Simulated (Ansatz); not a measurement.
**P: a prediction, then the measurements**

The calculation used DFT PBEsol, scalar-relativistic, plane waves, PAW (Ansatz 0.2.0).

Plane waves to 420 eV, a k mesh through Γ of 14×14×10 on the computed 4-atom cell and Gaussian smearing (0.10 eV); no spin polarisation.

Relaxed structure, symmetry kept:

```
P
1.0
     1.65842   -5.14576    0.00000
     1.65842    5.14576    0.00000
     0.00000    0.00000    4.19927
P
4
Cartesian
  1.6584 -4.0625 0.3066
  1.6584 -1.0832 2.4062
  1.6584 4.0625 3.8927
  1.6584 1.0832 1.7931
```

```
Space group                                                       : Cmce (No. 64)
Volume per atom                                                   : 17.92 Å³
Formation energy from the elements' standard states (uncorrected) : -0.001 eV/atom
Kohn–Sham band gap                                                : none (metal)
Density of states at the Fermi level                              : 0.10 states/eV per cell (so small that it hangs on the mesh: a semimetal, or crossings between mesh points)
Löwdin character within 0.5 eV of the Fermi level                 : P 3p 78 %, P 3s 14 %, unprojected 8 %
Bulk modulus                                                      : 22.4 GPa
Its pressure derivative                                           : 5.0
Bader charges (e)                                                 : P (4 in the cell) 0.00
```

Each cell of P holds layers, and where no dispersion correction was added their binding is poorly described.

**Measured values to compare with.**

From “Anisotropic thermo-mechanical response of layered hexagonal boron nitride and black phosphorus: application as a simultaneous pressure and temperature sensor”, 2023, arxiv:2307.07533, for a powder of P at 300 K: bulk modulus 29.8 ± 0.7 GPa.

Against the measured bulk modulus of P, 29.8 GPa (300 K; powder; the paper above), the calculated 22 GPa is off by -24.7 %. The calculation is for 0 K without zero-point motion. Lattice constants aren't compared, since papers order the axes of such cells in different ways.